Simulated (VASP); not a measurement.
Write the native input for VASP 6.6.1 that does the following.

```yaml
Task: single point
Functional: r2SCAN
Potentials_or_basis: VASP PAW PBE potentials, release 64 (Zr_sv)
Cutoff: 520 eV
k_mesh: 6 × 6 × 6
Occupations: gaussian, width 0.1 eV
Spin: no spin polarisation
Dipole_correction: no
Further_INCAR_settings: ALGO = Normal; EDIFF = 1e-06; NBANDS = 25
```

The system is Zr.

```xyz
3
Lattice="1.6977 0.9801 8.2047 -1.6977 0.9801 8.2047 0.0000 -1.9603 8.2047" Properties=species:S:1:pos:R:3 pbc="T T T"
Zr    0.0000    0.0000    0.0000
Zr    0.0000    0.0000    5.4697
Zr    0.0000    0.0000   19.1443
```

The cell was built by a generator and needn't be a form met in nature.

The input as run:

POSCAR

```
Zr
1.0
    1.6976545112      0.9801412890      8.2046577289
   -1.6976545112      0.9801412890      8.2046577289
    0.0000000000     -1.9602825781      8.2046577289
Zr
3
Direct
    0.0000000000      0.0000000000      0.0000000000
    0.2222200000      0.2222200000      0.2222200000
    0.7777800000      0.7777800000      0.7777800000
```

INCAR.step1

```
PREC = Accurate
ENCUT = 520
ISMEAR = 0
SIGMA = 0.1
LREAL = False
LASPH = True
NELM = 100
NBANDS = 25
GGA = PE
ALGO = Normal
EDIFF = 1E-4
LWAVE = True
LCHARG = False
```

INCAR.step2

```
PREC = Accurate
ENCUT = 520
EDIFF = 1E-6
ISMEAR = 0
SIGMA = 0.1
LREAL = False
LASPH = True
NELM = 100
ALGO = Normal
ISIF = 2
LWAVE = False
LCHARG = True
METAGGA = R2SCAN
LMIXTAU = True
LELF = True
LVHAR = True
NBANDS = 25
ISTART = 1
```

KPOINTS

```
Automatic mesh
0
Gamma
  6 6 6
```

Potentials or basis: VASP PAW PBE potentials, release 64 (Zr_sv).

Run with:

```sh
$ cat potpaw_PBE.64/Zr_sv/POTCAR > POTCAR
$ cp INCAR.step1 INCAR
$ mpirun -np 1 vasp_std > vasp.out
$ cp INCAR.step2 INCAR
$ mpirun -np 1 vasp_std > vasp.out
```

It gave:

```
Pressure               : -10.8 GPa
Largest force          : 0.093 eV/Å
Band gap on the k mesh : none (metal or under the smearing width)
```

Caveat: the PAW data sets were made with another functional, which shifts forces and pressure a little.

It took 22 min on 1 thread of Intel(R) Xeon(R) Platinum 8488C (Sapphire Rapids) (shared host), peak memory 0.63 GiB.
